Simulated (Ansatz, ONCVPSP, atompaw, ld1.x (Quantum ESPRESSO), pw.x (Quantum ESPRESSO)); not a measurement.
**Which Ta potential is closest to all-electron in the sc crystal?**

All use PBE, scalar-relativistic, no spin, cutoffs from each file’s atomic test, pw.x 7.5; 12³ k-points, Fermi–Dirac smearing 0.01 Ry. Δ is the rms difference from all-electron LAPW of the E(V) curves that follow from fits to the pressures, over ±6 % in volume. Mesh and smearing are coarse and serve the comparison alone. The files are a selection: those with a ghost or negative overlap were mostly not run, and those with noisy or unconverged pressures or nearly equal Δ are left out.

All-electron: a0 = 2.742 Å (V0 = 20.63 Å³/atom), B0 = 143.1 GPa.

Problem. Rank them by Δ, smallest first.
A. norm-conserving Troullier–Martins (Kleinman–Bylander form), ld1.x (Quantum ESPRESSO) 7.5, PBE; core [Xe] 4f14, reference 5d3 6s1.5 6p0; waves: 6p (bound, empty): rc 3.65 bohr; 5d (bound): rc 2.60 bohr; 6s (bound): rc 2.65 bohr; local part: the s channel; core correction: a·sin(br)/r model core, default radius (core density twice the valence density).
B. optimised norm-conserving Vanderbilt (ONCV), ONCVPSP 4.0.1, PBE; core [Kr] 4d10 4f14, reference 5s2 5p6 5d3 6s2; waves: 5s+6s: rc 1.80 bohr, ncon 3, nbas 8, qcut 6.4 1/bohr, 2 projectors; 5p: rc 2.00 bohr, ncon 3, nbas 7, qcut 7.1 1/bohr, 1 projector; 5d: rc 2.90 bohr, ncon 4, nbas 9, qcut 6 1/bohr, 2 projectors, debl 3 Ha; f scattering state at 0.04 Ha: rc 2.90 bohr, ncon 4, nbas 7, qcut 4.4 1/bohr, 2 projectors, debl 0.8 Ha; local part: polynomial inside 1.65 bohr (lpopt 5, dvloc0 -1 Ha); core correction: Teter function, fcfact 2.25, rcfact 1.55.
C. PAW, atompaw 4.2.0.5, PBE; core [Kr] 4d10 4f14, reference 5s2 5p6 5d3 6s2 6p0; waves: 5s (bound): rc 1.65 bohr; 6s (bound): rc 2.05 bohr; 5p (bound): rc 2.05 bohr; 6p (bound, empty): rc 2.05 bohr; 5d (bound): rc 2.05 bohr; 5d channel at 3.45 Ry: rc 2.05 bohr; local part: bessel scheme, radius 1.70 bohr; core correction: smooth core density matched at 2.00 bohr; augmentation: besselshape compensation charge, radius 1.80 bohr; PAW radius 2.05 bohr; waves and projectors: custom rrkj gramschmidtortho.
D. PAW, atompaw 4.2.0.5, PBE; core [Kr] 4d10 4f14, reference 5s2 5p6 5d3 6s2 6p0; waves: 5s (bound): rc 1.20 bohr; 6s (bound): rc 1.70 bohr; 5p (bound): rc 1.75 bohr; 6p (bound, empty): rc 2.65 bohr; 5d (bound): rc 2.65 bohr; 5d channel at 0.5 Ry: rc 2.65 bohr; local part: bessel scheme, radius 2.00 bohr; core correction: smooth core density matched at 1.75 bohr; augmentation: sinc compensation charge, radius 2.45 bohr; PAW radius 2.65 bohr; waves and projectors: custom polynom gramschmidtortho.

Solution. D (2.0 meV/atom), B (3.4 meV/atom), C (5.5 meV/atom), A (11.9 meV/atom).
